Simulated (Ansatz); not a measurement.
CaO: computed properties

Computed with DFT PBE, scalar-relativistic, plane waves, PAW in Ansatz 0.2.0.

Cutoff 420 eV; k points 8×8×8 on the computed 2-atom cell (Γ-centred); Gaussian smearing, width 0.02 eV; no spin polarisation.

The structure is relaxed at this level of theory with its symmetry kept.

The structure is cubic, space group Fm-3m (No. 225). Conventional cell: a = 4.830 Å, b = 4.830 Å, c = 4.830 Å, α = 90.00°, β = 90.00°, γ = 90.00°. Ca (site symmetry m-3m) is surrounded by 6 O at 2.42 Å. O (site symmetry m-3m) has 6 Ca at 2.42 Å as nearest neighbours.

| Property | Result |
| --- | --- |
| Volume per atom | 14.09 Å³ |
| Formation energy from the elements' standard states (uncorrected) | -2.947 eV/atom |
| Kohn–Sham band gap | 3.66 eV, indirect from Γ to X |
| Löwdin character of the top 1 eV of the valence band | O 2p 93 %, unprojected 5 % |
| Electron masses at the edge by Cartesian direction of the standard setting (m_e; degenerate bands sorted by energy; no spin-orbit coupling) | x: 1.4; y: 0.44; z: 0.44 |
| Hole masses at the edge by Cartesian direction of the standard setting (m_e; degenerate bands sorted by energy; no spin-orbit coupling) | x: 2.9, 2.9, 0.35; y: 2.9, 2.9, 0.35; z: 2.9, 2.9, 0.35 |
| Bulk modulus | 105 GPa |
| Its pressure derivative | 4.3 |
| Electronic dielectric constant xx, yy, zz of the standard setting (independent particles) | 3.9, 3.9, 3.9 |
| Bader charges (e) | Ca (1 in the cell) 1.48, O (1 in the cell) -1.48 |